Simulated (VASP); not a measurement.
# SiO2 from a squeezed to a stretched cell, part 2 of 3

How does SiO2 change with the volume? The starting structure is a measured crystal structure from the Crystallography Open Database. All runs use LDA. The equilibrium cell comes from relaxations that aren't shown. At each volume, shape and positions are relaxed as far as symmetry leaves them free.

VASP 6.6.1.

Results so far: the equilibrium volume 0.0 GPa; 0.96 of the equilibrium volume 1.6 GPa; 1.04 of the equilibrium volume -1.1 GPa.

### 5. Relaxation at 0.92 of the equilibrium volume

Level of this step: LDA; plane waves and PAW (Si, O) (VASP).

INCAR reads:

```
SYSTEM = SiO2
PREC = Accurate
ENCUT = 560
EDIFF = 1E-07
NELM = 100
ISMEAR = 0
SIGMA = 0.03
LREAL = .FALSE.
ALGO = Normal
GGA = CA
NBANDS = 33
LORBIT = 11
LWAVE = .FALSE.
LCHARG = .FALSE.
KPAR = 16
IBRION = 2
NSW = 50
ISIF = 4
EDIFFG = -0.003
```

POSCAR reads:

```
SiO2
1.0
    4.7324311523      0.0000000000      0.0000000000
   -2.3662155761      4.0984056026      0.0000000000
    0.0000000000      0.0000000000      5.2211593522
Si O
3 6
Direct
    0.4639631929      0.0000000000      0.3333333300
    0.0000000000      0.4639631929      0.6666666700
    0.5360368071      0.5360368071      0.0000000000
    0.4111530174      0.2771474272      0.2217195301
    0.7228525728      0.1340055903      0.5550528601
    0.8659944097      0.5888469826      0.8883862001
    0.2771474272      0.4111530174      0.7782804699
    0.1340055903      0.7228525728      0.4449471399
    0.5888469826      0.8659944097      0.1116137999
```

KPOINTS reads:

```
Automatic mesh
0
Gamma
6 6 4
0 0 0
```

Potentials, in the order of the species: Si and O (LDA family, release 64).

Started as:

```sh
> mpirun -np 16 vasp_std
```

Output:

```text
[... set-up lines as in an earlier step ...]
 entering main loop
       N       E                     dE             d eps       ncg     rms          rms(c)
DAV:   1     0.277414600644E+03    0.27741E+03   -0.27053E+04  1584   0.145E+03
DAV:   2    -0.712062262704E+02   -0.34862E+03   -0.33851E+03  2021   0.324E+02
DAV:   3    -0.878733478973E+02   -0.16667E+02   -0.16611E+02  1997   0.743E+01
DAV:   4    -0.880441001925E+02   -0.17075E+00   -0.17062E+00  2008   0.847E+00
[...]
DAV:  12    -0.773868698707E+02   -0.50293E-06   -0.82411E-06  1928   0.165E-02    0.112E-02
DAV:  13    -0.773868702121E+02   -0.34139E-06   -0.14402E-06  2008   0.710E-03    0.257E-03
DAV:  14    -0.773868702256E+02   -0.13510E-07   -0.56393E-08  1376   0.151E-03
   1 F= -.77386870E+02 E0= -.77386870E+02  d E =-.773869E+02
[... from here on, the cycles between the ionic steps are left out ...]
   2 F= -.77655041E+02 E0= -.77655041E+02  d E =-.268171E+00
   3 F= -.77712818E+02 E0= -.77712818E+02  d E =-.325947E+00
   4 F= -.77758783E+02 E0= -.77758783E+02  d E =-.459652E-01
   5 F= -.77795031E+02 E0= -.77795031E+02  d E =-.822129E-01
   6 F= -.77777217E+02 E0= -.77777217E+02  d E =0.178140E-01
   7 F= -.77801535E+02 E0= -.77801535E+02  d E =-.650473E-02
   8 F= -.77802451E+02 E0= -.77802451E+02  d E =-.915478E-03
   9 F= -.77803531E+02 E0= -.77803531E+02  d E =-.199531E-02
  10 F= -.77803638E+02 E0= -.77803638E+02  d E =-.107074E-03
  11 F= -.77803696E+02 E0= -.77803696E+02  d E =-.165804E-03
  12 F= -.77803678E+02 E0= -.77803678E+02  d E =0.181962E-04
  13 F= -.77803708E+02 E0= -.77803708E+02  d E =-.116249E-04
  14 F= -.77803729E+02 E0= -.77803729E+02  d E =-.211275E-04
 trial-energy change:   -0.000021  1 .order   -0.000021   -0.000036   -0.000006
 step:   1.0388(harm=  1.0388)  dis= 0.00039  next Energy=   -77.803730 (dE=-0.220E-04)
 reached required accuracy - stopping structural energy minimisation
```

Run time: 82 s. Hardware: 16 MPI ranks of Intel Xeon 6975P-C (Granite Rapids), shared host; peak memory 4.5 GiB.

OUTCAR, selected parts (step 5):

```text
  Total        2.3857170      2.3857170      2.3772674      0.0000000      0.0000000     -0.0000000
  in kB       37.7453382     37.7453383     37.6116533      0.0000000      0.0000000     -0.0000000
  external PRESSURE =      37.7007766 kB  Pullay stress =       0.0000000 kB

 POSITION                                       TOTAL-FORCE (eV/Angst)
 -----------------------------------------------------------------------------------
      2.13100      0.00000      1.75438        -0.001348     -0.000000      0.000000
     -1.06550      1.84550      3.50876         0.000674     -0.001168     -0.000000
      1.29126      2.23653      5.26313         0.000674      0.001168      0.000000
      1.20454      1.20531      1.23814         0.000434      0.000749     -0.000391
      3.06742      0.44051      2.99252        -0.000865      0.000002     -0.000391
      2.79832      2.43621      4.74690         0.000431     -0.000750     -0.000391
      0.44156      1.64582      4.02499         0.000431      0.000750      0.000391
     -1.15222      2.87672      2.27061         0.000434     -0.000749      0.000391
      0.71066      3.64152      0.51623        -0.000865     -0.000002      0.000391
 -----------------------------------------------------------------------------------
    total drift:                                0.000022     -0.000017     -0.000000

  FREE ENERGIE OF THE ION-ELECTRON SYSTEM (eV)
  ---------------------------------------------------
  free  energy   TOTEN  =       -77.8037291686 eV

  energy  without entropy=      -77.8037291686  energy(sigma->0) =      -77.80372917

[... 2 parts as in an earlier step ...]

[... 2 further parts left out ...]
[key lines of the parts left out:]
E-fermi :   1.9814
```

0.92 of the equilibrium volume: 11.252 Å³ an atom and a pressure of 3.77 GPa, and 6.108 eV of gap on the mesh. Further runs on this cell, not shown, give the modes E (8) 1137.1, A1 (4) 1087.2, E (1) 142.9 cm⁻¹.

### 6. Relaxation at 0.98 of the equilibrium volume

INCAR is that of step 5.

POSCAR: that of step 5 with these lines changed.

```diff
@@ -2,5 +2,5 @@
 1.0
-    4.7324311523      0.0000000000      0.0000000000
-   -2.3662155761      4.0984056026      0.0000000000
-    0.0000000000      0.0000000000      5.2211593522
+    4.8331512615      0.0000000000      0.0000000000
+   -2.4165756307      4.1856317759      0.0000000000
+    0.0000000000      0.0000000000      5.3322810407
 Si O
```

KPOINTS is that of step 5.

Started as:

```sh
> mpirun -np 16 vasp_std
```

Output:

```text
[... set-up lines as in an earlier step ...]
 entering main loop
       N       E                     dE             d eps       ncg     rms          rms(c)
DAV:   1     0.277336932802E+03    0.27734E+03   -0.26660E+04  1584   0.144E+03
DAV:   2    -0.700264633395E+02   -0.34736E+03   -0.33769E+03  2022   0.315E+02
DAV:   3    -0.876815456215E+02   -0.17655E+02   -0.17591E+02  2000   0.755E+01
DAV:   4    -0.878720174715E+02   -0.19047E+00   -0.19028E+00  1983   0.883E+00
[...]
DAV:  12    -0.778846891276E+02    0.38612E-06   -0.11524E-05  1944   0.206E-02    0.735E-03
DAV:  13    -0.778846892683E+02   -0.14074E-06   -0.17963E-06  2016   0.764E-03    0.188E-03
DAV:  14    -0.778846893015E+02   -0.33161E-07   -0.65848E-08  1336   0.167E-03
   1 F= -.77884689E+02 E0= -.77884689E+02  d E =-.778847E+02
[... from here on, the cycles between the ionic steps are left out ...]
   2 F= -.77898055E+02 E0= -.77898055E+02  d E =-.133656E-01
   3 F= -.77902162E+02 E0= -.77902162E+02  d E =-.174730E-01
   4 F= -.77904673E+02 E0= -.77904673E+02  d E =-.251064E-02
   5 F= -.77905728E+02 E0= -.77905728E+02  d E =-.356543E-02
   6 F= -.77906505E+02 E0= -.77906505E+02  d E =-.777185E-03
   7 F= -.77907689E+02 E0= -.77907689E+02  d E =-.196113E-02
   8 F= -.77907720E+02 E0= -.77907720E+02  d E =-.199202E-02
   9 F= -.77907751E+02 E0= -.77907751E+02  d E =-.309211E-04
  10 F= -.77907833E+02 E0= -.77907833E+02  d E =-.112879E-03
  11 F= -.77907948E+02 E0= -.77907948E+02  d E =-.228167E-03
  12 F= -.77907984E+02 E0= -.77907984E+02  d E =-.264695E-03
  13 F= -.77908001E+02 E0= -.77908001E+02  d E =-.281300E-03
  14 F= -.77908007E+02 E0= -.77908007E+02  d E =-.592335E-05
  15 F= -.77908007E+02 E0= -.77908007E+02  d E =-.600114E-05
  16 F= -.77908011E+02 E0= -.77908011E+02  d E =-.439965E-05
  17 F= -.77908020E+02 E0= -.77908020E+02  d E =-.134172E-04
[...]
reached required accuracy - stopping structural energy minimisation
```

Elapsed: 84 s, on 16 MPI ranks; peak memory 4.6 GiB.

OUTCAR, selected parts (step 6):

```text
  Total        0.5281260      0.5281260      0.5113532      0.0000000      0.0000000      0.0000000
  in kB        7.8441102      7.8441103      7.5949886      0.0000000      0.0000000      0.0000000
  external PRESSURE =       7.7610697 kB  Pullay stress =       0.0000000 kB

 POSITION                                       TOTAL-FORCE (eV/Angst)
 -----------------------------------------------------------------------------------
      2.22583      0.00000      1.78047        -0.002686     -0.000000     -0.000000
     -1.11291      1.92762      3.56095         0.001343     -0.002326     -0.000000
      1.30159      2.25443      0.00000         0.001343      0.002326      0.000000
      1.29600      1.17966      1.20476         0.001132     -0.001652      0.001151
      3.15940      0.53254      2.98524         0.000865      0.001807      0.001151
      2.78812      2.46985      4.76571        -0.001997     -0.000154      0.001151
      0.37362      1.71220      4.13666        -0.001997      0.000154     -0.001151
     -1.11850      3.00239      2.35618         0.001132      0.001652     -0.001151
      0.74489      3.64951      0.57571         0.000865     -0.001807     -0.001151
 -----------------------------------------------------------------------------------
    total drift:                                0.000026     -0.000012      0.000000

  FREE ENERGIE OF THE ION-ELECTRON SYSTEM (eV)
  ---------------------------------------------------
  free  energy   TOTEN  =       -77.9080204632 eV

  energy  without entropy=      -77.9080204632  energy(sigma->0) =      -77.90802046

[... 2 parts as in an earlier step ...]

[... 2 further parts left out ...]
[key lines of the parts left out:]
E-fermi :   1.3706
```

0.98 of the equilibrium volume: 11.986 Å³ an atom and a pressure of 0.78 GPa, and 5.885 eV of gap on the mesh. Further runs on this cell, not shown, give the modes E (8) 1144.7, A1 (4) 1085.3, E (1) 134.2 cm⁻¹.

### 7. Relaxation at 1.02 of the equilibrium volume

INCAR is that of step 6.

POSCAR: that of step 6 with these lines changed.

```diff
@@ -2,5 +2,5 @@
 1.0
-    4.8331512615      0.0000000000      0.0000000000
-   -2.4165756307      4.1856317759      0.0000000000
-    0.0000000000      0.0000000000      5.3322810407
+    4.8980335173      0.0000000000      0.0000000000
+   -2.4490167585      4.2418214577      0.0000000000
+    0.0000000000      0.0000000000      5.4038638246
 Si O
```

KPOINTS is that of step 6.

Started as:

```sh
> mpirun -np 16 vasp_std
```

Output:

```text
[... set-up lines as in an earlier step ...]
 entering main loop
       N       E                     dE             d eps       ncg     rms          rms(c)
DAV:   1     0.276396128948E+03    0.27640E+03   -0.26351E+04  1584   0.143E+03
DAV:   2    -0.693129435386E+02   -0.34571E+03   -0.33476E+03  2021   0.315E+02
DAV:   3    -0.873366486740E+02   -0.18024E+02   -0.17953E+02  1991   0.759E+01
DAV:   4    -0.875386645644E+02   -0.20202E+00   -0.20178E+00  1990   0.901E+00
[...]
DAV:  12    -0.778959343090E+02    0.57012E-06   -0.14092E-05  1968   0.227E-02    0.565E-03
DAV:  13    -0.778959343883E+02   -0.79302E-07   -0.24244E-06  1998   0.857E-03    0.167E-03
DAV:  14    -0.778959344432E+02   -0.54883E-07   -0.73190E-08  1392   0.175E-03
   1 F= -.77895934E+02 E0= -.77895934E+02  d E =-.778959E+02
[... from here on, the cycles between the ionic steps are left out ...]
   2 F= -.77908013E+02 E0= -.77908013E+02  d E =-.120785E-01
   3 F= -.77912570E+02 E0= -.77912570E+02  d E =-.166358E-01
   4 F= -.77915064E+02 E0= -.77915064E+02  d E =-.249366E-02
   5 F= -.77916189E+02 E0= -.77916189E+02  d E =-.361859E-02
   6 F= -.77916914E+02 E0= -.77916914E+02  d E =-.725563E-03
   7 F= -.77918227E+02 E0= -.77918227E+02  d E =-.203825E-02
   8 F= -.77918393E+02 E0= -.77918393E+02  d E =-.220423E-02
   9 F= -.77918450E+02 E0= -.77918450E+02  d E =-.568941E-04
  10 F= -.77918602E+02 E0= -.77918602E+02  d E =-.208663E-03
  11 F= -.77918820E+02 E0= -.77918820E+02  d E =-.426876E-03
  12 F= -.77918915E+02 E0= -.77918915E+02  d E =-.522140E-03
  13 F= -.77918934E+02 E0= -.77918934E+02  d E =-.541335E-03
  14 F= -.77918945E+02 E0= -.77918945E+02  d E =-.102742E-04
  15 F= -.77918958E+02 E0= -.77918958E+02  d E =-.237872E-04
  16 F= -.77918962E+02 E0= -.77918962E+02  d E =-.431693E-05
  17 F= -.77918968E+02 E0= -.77918968E+02  d E =-.101828E-04
[...]
reached required accuracy - stopping structural energy minimisation
```

Wall time 75 s (16 MPI ranks); peak memory 4.8 GiB.

Parts of OUTCAR (step 7):

```text
  Total       -0.4108930     -0.4108930     -0.4063436     -0.0000000      0.0000000      0.0000000
  in kB       -5.8635525     -5.8635525     -5.7986315     -0.0000000      0.0000000      0.0000000
  external PRESSURE =      -5.8419122 kB  Pullay stress =       0.0000000 kB

 POSITION                                       TOTAL-FORCE (eV/Angst)
 -----------------------------------------------------------------------------------
      2.29041     -0.00000      1.79884         0.001329     -0.000000     -0.000000
     -1.14520      1.98355      3.59769        -0.000665      0.001151     -0.000000
      1.30548      2.26115      0.00000        -0.000665     -0.001151     -0.000000
      1.35744      1.15307      1.17308        -0.000826      0.000209     -0.000136
      3.22405      0.59904      2.97193         0.000232     -0.000820     -0.000136
      2.77055      2.49259      4.77077         0.000594      0.000611     -0.000136
      0.31987      1.75212      4.22345         0.000594     -0.000611      0.000136
     -1.09324      3.09163      2.42460        -0.000826     -0.000209      0.000136
      0.77337      3.64566      0.62576         0.000232      0.000820      0.000136
 -----------------------------------------------------------------------------------
    total drift:                                0.000028     -0.000011     -0.000000

  FREE ENERGIE OF THE ION-ELECTRON SYSTEM (eV)
  ---------------------------------------------------
  free  energy   TOTEN  =       -77.9189683477 eV

  energy  without entropy=      -77.9189683477  energy(sigma->0) =      -77.91896835

[... 2 parts as in an earlier step ...]

[... 2 further parts left out ...]
[key lines of the parts left out:]
E-fermi :   1.0451
```

1.02 of the equilibrium volume: 12.475 Å³ an atom and a pressure of -0.58 GPa, and 5.756 eV of gap on the mesh. Further runs on this cell, not shown, give the modes E (8) 1152.1, A1 (4) 1086.6, E (1) 124.1 cm⁻¹.

### 8. Relaxation at 0.9 of the equilibrium volume

INCAR is that of step 7.

POSCAR: that of step 7 with these lines changed.

```diff
@@ -2,5 +2,5 @@
 1.0
-    4.8980335173      0.0000000000      0.0000000000
-   -2.4490167585      4.2418214577      0.0000000000
-    0.0000000000      0.0000000000      5.4038638246
+    4.6978866277      0.0000000000      0.0000000000
+   -2.3489433137      4.0684891667      0.0000000000
+    0.0000000000      0.0000000000      5.1830473413
 Si O
```

KPOINTS is that of step 7.

Started as:

```sh
> mpirun -np 16 vasp_std
```

Output:

```text
[... set-up lines as in an earlier step ...]
 entering main loop
       N       E                     dE             d eps       ncg     rms          rms(c)
DAV:   1     0.280770762447E+03    0.28077E+03   -0.27225E+04  1584   0.146E+03
DAV:   2    -0.714216013466E+02   -0.35219E+03   -0.33886E+03  2031   0.323E+02
DAV:   3    -0.878272036838E+02   -0.16406E+02   -0.16349E+02  2000   0.735E+01
DAV:   4    -0.879930055162E+02   -0.16580E+00   -0.16568E+00  1976   0.833E+00
[...]
DAV:  12    -0.770643848263E+02   -0.49465E-06   -0.86627E-06  1904   0.167E-02    0.125E-02
DAV:  13    -0.770643852576E+02   -0.43134E-06   -0.14372E-06  2008   0.717E-03    0.265E-03
DAV:  14    -0.770643852718E+02   -0.14141E-07   -0.37467E-08  1336   0.119E-03
   1 F= -.77064385E+02 E0= -.77064385E+02  d E =-.770644E+02
[... from here on, the cycles between the ionic steps are left out ...]
   2 F= -.77514529E+02 E0= -.77514529E+02  d E =-.450144E+00
   3 F= -.77597972E+02 E0= -.77597972E+02  d E =-.533587E+00
   4 F= -.77672017E+02 E0= -.77672017E+02  d E =-.740453E-01
   5 F= -.77731710E+02 E0= -.77731710E+02  d E =-.133738E+00
   6 F= -.77615023E+02 E0= -.77615023E+02  d E =0.116687E+00
   7 F= -.77735523E+02 E0= -.77735523E+02  d E =-.381324E-02
   8 F= -.77737523E+02 E0= -.77737523E+02  d E =-.199992E-02
   9 F= -.77737767E+02 E0= -.77737767E+02  d E =-.224413E-02
  10 F= -.77737990E+02 E0= -.77737990E+02  d E =-.222988E-03
  11 F= -.77737997E+02 E0= -.77737997E+02  d E =-.229758E-03
  12 F= -.77738126E+02 E0= -.77738126E+02  d E =-.128537E-03
  13 F= -.77738139E+02 E0= -.77738139E+02  d E =-.141724E-03
  14 F= -.77738149E+02 E0= -.77738149E+02  d E =-.104130E-04
  15 F= -.77738171E+02 E0= -.77738171E+02  d E =-.327376E-04
  16 F= -.77738176E+02 E0= -.77738176E+02  d E =-.371388E-04
  17 F= -.77738181E+02 E0= -.77738181E+02  d E =-.418249E-04
  18 F= -.77738178E+02 E0= -.77738178E+02  d E =0.231391E-05
  19 F= -.77738182E+02 E0= -.77738182E+02  d E =-.172643E-05
[...]
reached required accuracy - stopping structural energy minimisation
```

It took 70 s on 16 MPI ranks; peak memory 4.2 GiB; 18 min of CPU time.

From OUTCAR (step 8):

```text
  Total        3.1269691      3.1269691      3.1241936      0.0000000      0.0000000      0.0000000
  in kB       50.5723688     50.5723690     50.5274808      0.0000000      0.0000000      0.0000000
  external PRESSURE =      50.5574062 kB  Pullay stress =       0.0000000 kB

 POSITION                                       TOTAL-FORCE (eV/Angst)
 -----------------------------------------------------------------------------------
      2.09916      0.00000      1.74660        -0.000949     -0.000000      0.000000
     -1.04958      1.81793      3.49319         0.000475     -0.000822      0.000000
      1.28661      2.22847      0.00000         0.000475      0.000822      0.000000
      1.17320      1.21087      1.24665         0.000940      0.000719     -0.002004
      3.03714      0.41059      2.99325        -0.001092      0.000455     -0.002004
      2.79823      2.42495      4.73985         0.000152     -0.001173     -0.002004
      0.46204      1.62145      3.99314         0.000152      0.001173      0.002004
     -1.16299      2.83554      2.24654         0.000940     -0.000719      0.002004
      0.70095      3.63581      0.49994        -0.001092     -0.000455      0.002004
 -----------------------------------------------------------------------------------
    total drift:                                0.000020     -0.000019      0.000000

  FREE ENERGIE OF THE ION-ELECTRON SYSTEM (eV)
  ---------------------------------------------------
  free  energy   TOTEN  =       -77.7381822675 eV

  energy  without entropy=      -77.7381822675  energy(sigma->0) =      -77.73818227

[... 2 parts as in an earlier step ...]

[... 2 further parts left out ...]
[key lines of the parts left out:]
E-fermi :   2.2070
```

0.9 of the equilibrium volume: 11.007 Å³ an atom and a pressure of 5.06 GPa, and 6.191 eV of gap on the mesh. Further runs on this cell, not shown, give the modes E (8) 1135.6, A1 (4) 1088.9, E (1) 146.3 cm⁻¹.

(Continued in part 3 of 3.)

[Lines on the potential files, build, host, timing and source positions are cut from VASP's logs without a mark.]

[Logs are printed without paths, hosts, clocks, repeated set-up lines and the standing remarks that a program may print on its own settings, such as how far it seeks lower states.]

[Hosts, paths, dates, database ids (printed as entryN), source tags and the programs' standing remarks are cut or masked in the printed files.]
